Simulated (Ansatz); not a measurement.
MnO:

```
Mn O
1.0
     0.00000    2.22391    2.22391
     2.22391    0.00000    2.22391
     2.22391    2.22391    0.00000
Mn O
1 1
Cartesian
  0.0000 0.0000 0.0000
  2.2239 2.2239 2.2239
```

The cell is a database's computed one.

Base run:

| Item | Value |
| --- | --- |
| Program | Ansatz 0.2.0 |
| Functional | revPBE |
| Potentials or basis | all-electron LAPW, scalar-relativistic |
| Cutoff | 324 eV (chosen from the basis error) |
| Basis error allowed | 0.001 eV/atom |
| k mesh | 10 × 10 × 10 |
| Occupations | fermi-dirac, width 0.05 eV |
| Spin | collinear spin, ferromagnetic start |
| Starting moments | [4.0, 0.0] μB |

Its results: pressure 4.2 GPa; net moment 4.81 μB per cell; site moments Mn +4.36; O +0.23 μB.

Task: After a change of settings the same cell gave: pressure 3.7 GPa; net moment 4.70 μB per cell; site moments Mn +4.26; O +0.26 μB. Which change was it?
A. functional from revPBE to PBEsol
B. functional from revPBE to PBEsol; hubbard terms from none to Mn d U = 4 eV
C. functional from revPBE to BLYP
D. functional from revPBE to LDA; occupations from fermi-dirac, width 0.05 eV to gaussian, width 0.05 eV

Result: C.

Caveats: a cell with one magnetic atom can't hold antiferromagnetic order, which such compounds often take.

Runs at the PBE level aren't shown here.
